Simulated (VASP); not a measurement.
# C62N (a cell with a defect) in VASP: settings compared, part 2 of 2

VASP 6.6.1. The steps go on from the part before.

## Step 3: Hyperfine couplings, HSE06, collinear spin, ferromagnetic start

POSCAR reads:

```
C62N                                    
1.0
    7.1440000000      0.0000000000      0.0000000000
    0.0000000000      7.1440000000      0.0000000000
    0.0000000000      0.0000000000      7.1440000000
  N               C             
     1    62
Direct
     0.1376137059391683    0.1376136377596946    0.1376136684083659
     0.0060429157242813    0.2497973481383990    0.2497973177244953
     0.1252785703348530    0.3765358835269985    0.3765358852676611
     0.2497973132629826    0.0060429235596265    0.2497972907417699
     0.3765359082252606    0.1252785417450545    0.3765358876571409
     0.2497973211232127    0.2497973301393379    0.0060429138692760
     0.3765359165448710    0.3765358943719027    0.1252785490115544
     0.9998848169022787    0.9998848320882903    0.4999747190477092
     0.1242797348540220    0.1242797071885429    0.6261384072996264
     0.9983657910622701    0.2474719890725558    0.7519808157797229
     0.1235709661891731    0.3727931808772376    0.8773644359324457
     0.2474719752260021    0.9983658023887866    0.7519808060122366
     0.3727932005237216    0.1235709299651815    0.8773644180541369
     0.2500131997935267    0.2500131852075603    0.5013939752176044
     0.3746621978691138    0.3746621667332193    0.6258354354272485
     0.9998848232110847    0.4999747064340303    0.9998848251154884
     0.1242797477831706    0.6261384175861529    0.1242797312093702
     0.9983657858806499    0.7519807954215195    0.2474719818000936
     0.1235709616384915    0.8773644268692433    0.3727931816028568
     0.2500131924705076    0.5013939589902472    0.2500131798370163
     0.3746622067975656    0.6258354435353662    0.3746621807802961
     0.2474719849079023    0.7519807919576921    0.9983657804901553
     0.3727932008263757    0.8773644096542202    0.1235709401773989
     0.9999781993887374    0.4999015941343008    0.4999015938002314
     0.1239472077566463    0.6235861278280060    0.6235861285122561
     0.0012650820975230    0.7503495333307245    0.7503495360307844
     0.1328261582222141    0.8642605013488678    0.8642604928927210
     0.2495921762099919    0.4989235101772315    0.7509342804327043
     0.3754974996226066    0.6240872571054343    0.8754067009761488
     0.2495921661550821    0.7509342790167050    0.4989235105908368
     0.3754974924709831    0.8754067196798743    0.6240872473933153
     0.4999747391788802    0.9998848263985592    0.9998848122034829
     0.6261384018250432    0.1242797142977962    0.1242797209795926
     0.5013939721082457    0.2500131902636565    0.2500131930832573
     0.6258354447659277    0.3746621966373557    0.3746622060303054
     0.7519808072769186    0.9983658170793810    0.2474720005431049
     0.8773644203273160    0.1235709568858989    0.3727931930139335
     0.7519808117327895    0.2474720138090635    0.9983658076044529
     0.8773644215312039    0.3727931861691932    0.1235709678678164
     0.4999015876166893    0.9999781784231697    0.4999015932859625
     0.6235861418242961    0.1239472102963889    0.6235861368275740
     0.4989235173976698    0.2495921825596515    0.7509342901944231
     0.6240872771201667    0.3754975063512978    0.8754067256098793
     0.7503495336192550    0.0012650825143340    0.7503495330874042
     0.8642604881012230    0.1328261925753971    0.8642605149631393
     0.7509342834503073    0.2495921842440873    0.4989235193564049
     0.8754067260153495    0.3754975206875013    0.6240872800478379
     0.4999015884994081    0.4999015906215998    0.9999781873263858
     0.6235861306245739    0.6235861285003343    0.1239472055647618
     0.4989235307976747    0.7509342739648015    0.2495921708916643
     0.6240872710614817    0.8754067388919502    0.3754974978659179
     0.7509342716139789    0.4989235307907364    0.2495921817535587
     0.8754067200640065    0.6240872799626781    0.3754975177465286
     0.7503495280924868    0.7503495221356663    0.0012650774395673
     0.8642604437595663    0.8642604860216910    0.1328261958121440
     0.5000739268932460    0.5000739457342930    0.5000739411399440
     0.6250497240181140    0.6250497391697708    0.6250497271793416
     0.5000887274399988    0.7501054162689913    0.7501054212979557
     0.6254012531635492    0.8751810263148654    0.8751810211660545
     0.7501054434665434    0.5000887446635570    0.7501054566414753
     0.8751810020777380    0.6254012922334850    0.8751810495339946
     0.7501054342172421    0.7501054407936824    0.5000887494294851
     0.8751810113048404    0.8751810589071631    0.6254012874199818
```

INCAR.step1 reads:

```
PREC = Accurate
ENCUT = 420
EDIFF = 1E-5
ISMEAR = 0
SIGMA = 0.01
LREAL = False
LASPH = True
NELM = 100
ALGO = Normal
ISIF = 2
LWAVE = True
LCHARG = False
ISPIN = 2
MAGMOM = 0 0 0 0 0 0 0 0 0 0 0 0 0 0 0 0 0 0 0 0 0 0 0 0 0 0 0.66 0 0 0 0 0 0 0 0 0 0 0 0 0 0 0 0 0 0.66 0 0 0 0 0 0 0 0 0 0.66 0 0 0 0 0 0 0 0
LORBIT = 11
NUPDOWN = 2
NELECT = 254
ISYM = 0
NCORE = 1
LDMATRIX = True
NGYROMAG = 3.0777 10.7084
LEFG = True
QUAD_EFG = 20.44 0
GGA = PE
LUSENCCL = False
```

INCAR.step2 reads:

```
PREC = Accurate
ENCUT = 420
EDIFF = 1E-6
ISMEAR = 0
SIGMA = 0.01
LREAL = False
LASPH = True
NELM = 100
ALGO = Normal
ISIF = 2
LWAVE = False
LCHARG = False
ISPIN = 2
MAGMOM = 0 0 0 0 0 0 0 0 0 0 0 0 0 0 0 0 0 0 0 0 0 0 0 0 0 0 0.66 0 0 0 0 0 0 0 0 0 0 0 0 0 0 0 0 0 0.66 0 0 0 0 0 0 0 0 0 0.66 0 0 0 0 0 0 0 0
LORBIT = 11
NUPDOWN = 2
GGA = PE
LHFCALC = True
HFSCREEN = 0.2
PRECFOCK = Fast
LHYPERFINE = True
NELECT = 254
ISYM = 0
NCORE = 1
LDMATRIX = True
NGYROMAG = 3.0777 10.7084
LEFG = True
QUAD_EFG = 20.44 0
ISTART = 1
LUSENCCL = False
```

KPOINTS reads:

```
Automatic mesh
0
Gamma
  1 1 1
```

Potentials or basis: VASP PAW PBE potentials, release 64 (N, C).

Started as:

```sh
> cat potpaw_PBE.64/N/POTCAR potpaw_PBE.64/C/POTCAR > POTCAR
> cp INCAR.step1 INCAR
> mpirun -np 1 vasp_std > vasp.out
> cp INCAR.step2 INCAR
> mpirun -np 1 vasp_std > vasp.out
```

OUTCAR:

```text
PREC = Accurate
   ENCUT = 420
   EDIFF = 1E-6
   ISMEAR = 0
   LREAL = False
   LASPH = True
   NELM = 100
   ISIF = 2
   ISPIN = 2
   LORBIT = 11
   NUPDOWN = 2
   GGA = PE
   LHFCALC = True
   HFSCREEN = 0.2
   PRECFOCK = Fast
   NELECT = 254
   ISYM = 0
   ISTART = 1

 ion  position               nearest neighbor table
   1  0.138  0.138  0.138-   4 1.47   6 1.47   2 1.47
   2  0.006  0.250  0.250-   1 1.47   3 1.54  39 1.56  37 1.56
   3  0.125  0.377  0.377-  24 1.53   2 1.54  20 1.55  14 1.55
   4  0.250  0.006  0.250-   1 1.47   5 1.54  19 1.56  23 1.56
   5  0.377  0.125  0.377-  40 1.53   4 1.54  34 1.55  14 1.55
   6  0.250  0.250  0.006-   1 1.47   7 1.54  11 1.56  13 1.56
   7  0.377  0.377  0.125-  48 1.53   6 1.54  34 1.55  20 1.55
[... 1122 lines left out ...]
      D_xx      D_yy      D_zz      D_xy      D_xz      D_yz
 ---------------------------------------------------------------
     -0.000    -0.002     0.002  1115.012  1115.011  1115.012
 ---------------------------------------------------------------

 after diagonalization
 ---------------------------------------------
     D_diag          eigenvector (x,y,z)
 ---------------------------------------------
  -1115.010      -0.593    -0.189     0.782
  -1115.013       0.561    -0.794     0.233
   2230.023       0.577     0.577     0.577
---------------------------------------------

 total charge

# of ion       s       p       d       tot
------------------------------------------
    1        1.215   2.687   0.000   3.902
    2        0.826   1.716   0.000   2.542
    3        0.836   1.764   0.000   2.600
    4        0.826   1.716   0.000   2.542
    5        0.836   1.764   0.000   2.600
    6        0.826   1.716   0.000   2.542
[... 55 lines left out ...]
   62        0.831   1.751   0.000   2.582
   63        0.831   1.750   0.000   2.580
--------------------------------------------------
tot         52.805 111.246   0.000 164.050

 magnetization (x)

# of ion       s       p       d       tot
------------------------------------------
    1       -0.002   0.005   0.000   0.003
    2       -0.000  -0.000   0.000  -0.000
    3        0.000   0.003   0.000   0.004
    4       -0.000  -0.000   0.000  -0.000
    5        0.000   0.003   0.000   0.004
    6       -0.000  -0.000   0.000  -0.000
[... 55 lines left out ...]
   62       -0.001  -0.002   0.000  -0.003
   63        0.001   0.010   0.000   0.011
--------------------------------------------------
tot          0.138   1.163   0.000   1.301
```

OUTCAR.step1:

```text
PREC = Accurate
   ENCUT = 420
   EDIFF = 1E-5
   ISMEAR = 0
   LREAL = False
   LASPH = True
   NELM = 100
   ISIF = 2
   ISPIN = 2
   LORBIT = 11
   NUPDOWN = 2
   NELECT = 254
[... 1007 lines left out ...]
--------------------------------------------------
tot         52.507 111.729   0.000 164.236

 magnetization (x)

# of ion       s       p       d       tot
------------------------------------------
    1       -0.001   0.007   0.000   0.005
    2       -0.000   0.000   0.000  -0.000
    3        0.000   0.004   0.000   0.004
    4       -0.000   0.000   0.000  -0.000
    5        0.000   0.004   0.000   0.004
    6       -0.000   0.000   0.000  -0.000
[... 55 lines left out ...]
   62       -0.001  -0.002   0.000  -0.002
   63        0.001   0.010   0.000   0.011
--------------------------------------------------
tot          0.132   1.156   0.000   1.287
```

OSZICAR.step1:

```text
N       E                     dE             d eps       ncg     rms          rms(c)
DAV:   1     0.791060837343E+03    0.79106E+03   -0.11958E+05   640   0.131E+03
DAV:   2    -0.503306497896E+03   -0.12944E+04   -0.12342E+04   800   0.277E+02
DAV:   3    -0.570083219162E+03   -0.66777E+02   -0.65900E+02   760   0.627E+01
DAV:   4    -0.571638452921E+03   -0.15552E+01   -0.15504E+01   760   0.957E+00
DAV:   5    -0.571682547950E+03   -0.44095E-01   -0.44042E-01   760   0.157E+00    0.322E+01
DAV:   6    -0.555362135962E+03    0.16320E+02   -0.14312E+01   720   0.946E+00    0.191E+01
DAV:   7    -0.550082136390E+03    0.52800E+01   -0.14349E+01   736   0.930E+00    0.552E+00
DAV:   8    -0.550240864421E+03   -0.15873E+00   -0.71983E-01   752   0.246E+00    0.293E+00
DAV:   9    -0.550254529651E+03   -0.13665E-01   -0.11601E-01   768   0.116E+00    0.845E-01
DAV:  10    -0.550257685685E+03   -0.31560E-02   -0.34103E-02   752   0.556E-01    0.299E-01
DAV:  11    -0.550257815780E+03   -0.13010E-03   -0.44581E-03   760   0.194E-01    0.130E-01
DAV:  12    -0.550257998643E+03   -0.18286E-03   -0.93803E-04   752   0.908E-02    0.633E-02
DAV:  13    -0.550258063016E+03   -0.64373E-04   -0.15740E-04   752   0.363E-02    0.313E-02
DAV:  14    -0.550258095096E+03   -0.32080E-04   -0.31498E-05   640   0.168E-02    0.142E-02
DAV:  15    -0.550258104332E+03   -0.92357E-05   -0.86869E-06   496   0.104E-02
   1 F= -.55025810E+03 E0= -.55025810E+03  d E =-.237774E-26  mag=     2.0000
```

Run time: 13 min. Hardware: 1 × NVIDIA H100 80GB with 1 thread of AMD EPYC 7R13 (Zen 3), shared host; peak memory 1.4 GiB.

What came out:

- Free energy: -643.8719 eV
- Largest force: 0.220 eV/Å
- Net moment: 2.00 μB per cell
- Site moments: N +0.00; C -0.00, +0.00, +0.01, -0.01, +0.02, -0.02, +0.35, +0.03 μB
- Valence electrons inside the program's atomic spheres: N 3.90; C 2.54, 2.60, 2.59, 2.58, 2.61, 2.57

Forces on the atoms (eV/Å):
```
N    0.127  0.127  0.127
C    0.046 -0.010 -0.010
C    0.003 -0.017 -0.017
C   -0.010  0.046 -0.010
C   -0.017  0.003 -0.017
C   -0.010 -0.010  0.046
C   -0.017 -0.017  0.003
C    0.002  0.002 -0.011
C   -0.009 -0.009  0.029
C    0.026  0.090 -0.109
C    0.011 -0.004  0.008
C    0.090  0.026 -0.109
C   -0.004  0.011  0.008
C    0.003  0.003 -0.016
C    0.002  0.002  0.009
C    0.002 -0.011  0.002
C   -0.009  0.029 -0.009
C    0.026 -0.109  0.090
C    0.011  0.008 -0.004
C    0.003 -0.016  0.003
C    0.002  0.009  0.002
C    0.090 -0.109  0.026
C   -0.004  0.008  0.011
C   -0.016 -0.009 -0.009
C   -0.011  0.033  0.033
C   -0.029 -0.113 -0.113
C   -0.048  0.021  0.021
C   -0.003 -0.004 -0.013
C   -0.016  0.032  0.025
C   -0.003 -0.013 -0.004
C   -0.016  0.025  0.032
C   -0.011  0.002  0.002
C    0.029 -0.009 -0.009
C   -0.016  0.003  0.003
C    0.009  0.002  0.002
C   -0.109  0.026  0.090
C    0.008  0.011 -0.004
C   -0.109  0.090  0.026
C    0.008 -0.004  0.011
C   -0.009 -0.016 -0.009
C    0.033 -0.011  0.033
C   -0.004 -0.003 -0.013
C    0.032 -0.016  0.025
C   -0.113 -0.029 -0.113
C    0.021 -0.048  0.021
C   -0.013 -0.003 -0.004
C    0.025 -0.016  0.032
C   -0.009 -0.009 -0.016
C    0.033  0.033 -0.011
C   -0.004 -0.013 -0.003
C    0.032  0.025 -0.016
C   -0.013 -0.004 -0.003
C    0.025  0.032 -0.016
C   -0.113 -0.113 -0.029
C    0.021  0.021 -0.048
C   -0.005 -0.005 -0.005
C    0.010  0.010  0.010
C   -0.003 -0.013 -0.013
C    0.033  0.005  0.005
C   -0.013 -0.003 -0.013
C    0.005  0.033  0.005
C   -0.013 -0.013 -0.003
C    0.005  0.005  0.033
```

Electric field gradients, principal values (V/Å²):
| atom | Vxx | Vyy | Vzz |
| --- | --- | --- | --- |
| 1 N | 75.275 | 75.275 | -150.550 |
| 2 C | -8.653 | -9.107 | 17.761 |
| 3 C | 0.470 | 3.110 | -3.580 |
| 4 C | -8.653 | -9.107 | 17.760 |
| 5 C | 0.470 | 3.110 | -3.580 |
| 6 C | -8.653 | -9.107 | 17.760 |
| 7 C | 0.470 | 3.110 | -3.580 |
| 8 C | 0.051 | 0.611 | -0.662 |
| 9 C | -1.135 | -1.722 | 2.857 |
| 10 C | 2.763 | 7.543 | -10.306 |
| 11 C | -0.029 | -3.403 | 3.432 |
| 12 C | 2.763 | 7.543 | -10.306 |
| 13 C | -0.029 | -3.403 | 3.432 |
| 14 C | 0.024 | 0.998 | -1.022 |
| 15 C | -0.764 | -0.951 | 1.715 |
| 16 C | 0.051 | 0.611 | -0.662 |
| 17 C | -1.135 | -1.722 | 2.857 |
| 18 C | 2.763 | 7.543 | -10.306 |
| 19 C | -0.029 | -3.403 | 3.432 |
| 20 C | 0.024 | 0.998 | -1.022 |
| 21 C | -0.764 | -0.951 | 1.715 |
| 22 C | 2.763 | 7.543 | -10.306 |
| 23 C | -0.029 | -3.403 | 3.432 |
| 24 C | 0.324 | 1.467 | -1.791 |
| 25 C | -0.100 | -3.896 | 3.996 |
| 26 C | 3.600 | 7.336 | -10.936 |
| 27 C | 8.265 | 10.342 | -18.608 |
| 28 C | -0.444 | -1.230 | 1.675 |
| 29 C | 1.373 | 1.500 | -2.873 |
| 30 C | -0.444 | -1.230 | 1.675 |
| 31 C | 1.373 | 1.500 | -2.873 |
| 32 C | 0.051 | 0.611 | -0.662 |
| 33 C | -1.135 | -1.722 | 2.857 |
| 34 C | 0.024 | 0.998 | -1.022 |
| 35 C | -0.764 | -0.951 | 1.715 |
| 36 C | 2.763 | 7.543 | -10.306 |
| 37 C | -0.029 | -3.403 | 3.432 |
| 38 C | 2.763 | 7.543 | -10.306 |
| 39 C | -0.029 | -3.403 | 3.432 |
| 40 C | 0.324 | 1.467 | -1.791 |
| 41 C | -0.100 | -3.896 | 3.996 |
| 42 C | -0.444 | -1.230 | 1.675 |
| 43 C | 1.373 | 1.500 | -2.873 |
| 44 C | 3.600 | 7.336 | -10.936 |
| 45 C | 8.265 | 10.342 | -18.608 |
| 46 C | -0.444 | -1.230 | 1.675 |
| 47 C | 1.373 | 1.500 | -2.873 |
| 48 C | 0.324 | 1.467 | -1.791 |
| 49 C | -0.100 | -3.896 | 3.996 |
| 50 C | -0.444 | -1.230 | 1.675 |
| 51 C | 1.373 | 1.500 | -2.873 |
| 52 C | -0.444 | -1.230 | 1.675 |
| 53 C | 1.373 | 1.500 | -2.873 |
| 54 C | 3.600 | 7.336 | -10.936 |
| 55 C | 8.265 | 10.342 | -18.607 |
| 56 C | 0.583 | 0.583 | -1.165 |
| 57 C | -0.489 | -0.489 | 0.979 |
| 58 C | 0.660 | 0.705 | -1.365 |
| 59 C | -0.795 | -1.396 | 2.191 |
| 60 C | 0.660 | 0.705 | -1.365 |
| 61 C | -0.795 | -1.396 | 2.191 |
| 62 C | 0.660 | 0.705 | -1.365 |
| 63 C | -0.795 | -1.396 | 2.191 |

Hyperfine coupling, principal values (MHz):
```
atom               values
 1 N     -3.2, -3.2, -3.3
 2 C      -1.1, 0.2, -1.4
 3 C        0.2, 0.1, 1.1
 4 C      -1.1, 0.2, -1.4
 5 C        0.2, 0.1, 1.1
 6 C      -1.1, 0.2, -1.4
 7 C        0.2, 0.1, 1.1
 8 C     -2.9, -1.3, -3.0
 9 C        1.5, 0.5, 2.3
10 C   -11.8, -8.3, -12.0
11 C        2.7, 2.4, 4.4
12 C   -11.8, -8.3, -12.0
13 C        2.7, 2.4, 4.4
14 C     -1.0, -0.8, -1.1
15 C        1.1, 0.9, 1.3
16 C     -2.9, -1.3, -3.0
17 C        1.5, 0.5, 2.3
18 C   -11.8, -8.3, -12.0
19 C        2.7, 2.4, 4.4
20 C     -1.0, -0.8, -1.1
21 C        1.1, 0.9, 1.3
22 C   -11.8, -8.3, -12.0
23 C        2.7, 2.4, 4.4
24 C      -1.6, 0.4, -3.3
25 C     15.9, 15.7, 21.3
26 C  -13.0, -11.0, -13.1
27 C  120.0, 119.2, 204.7
28 C     -1.8, -1.2, -2.1
29 C     15.4, 14.9, 21.5
30 C     -1.8, -1.2, -2.0
31 C     15.4, 14.9, 21.5
32 C     -2.9, -1.3, -3.0
33 C        1.5, 0.5, 2.3
34 C     -1.0, -0.8, -1.1
35 C        1.1, 0.9, 1.3
36 C   -11.8, -8.3, -12.0
37 C        2.7, 2.4, 4.4
38 C   -11.8, -8.3, -12.0
39 C        2.7, 2.4, 4.4
40 C      -1.6, 0.4, -3.3
41 C     15.9, 15.7, 21.3
42 C     -1.8, -1.2, -2.1
43 C     15.4, 14.9, 21.5
44 C  -13.0, -11.0, -13.1
45 C  120.0, 119.2, 204.7
46 C     -1.8, -1.2, -2.0
47 C     15.4, 14.9, 21.5
48 C      -1.6, 0.4, -3.3
49 C     15.9, 15.7, 21.3
50 C     -1.8, -1.2, -2.0
51 C     15.4, 14.9, 21.5
52 C     -1.8, -1.2, -2.0
53 C     15.4, 14.9, 21.5
54 C  -13.0, -11.0, -13.1
55 C  120.0, 119.2, 204.7
56 C     -0.1, -0.1, -0.3
57 C     -1.4, -1.4, -1.6
58 C     -3.3, -2.6, -3.4
59 C        5.8, 3.2, 5.8
60 C     -3.3, -2.6, -3.4
61 C        5.8, 3.2, 5.8
62 C     -3.3, -2.6, -3.4
63 C        5.8, 3.2, 5.8
```

Caveat: the cell carries a net charge on a neutralising background, which shifts energy and pressure; the PAW data sets were made with another functional, which shifts forces and pressure a little; the total moment is fixed, so each spin has its own Fermi level.
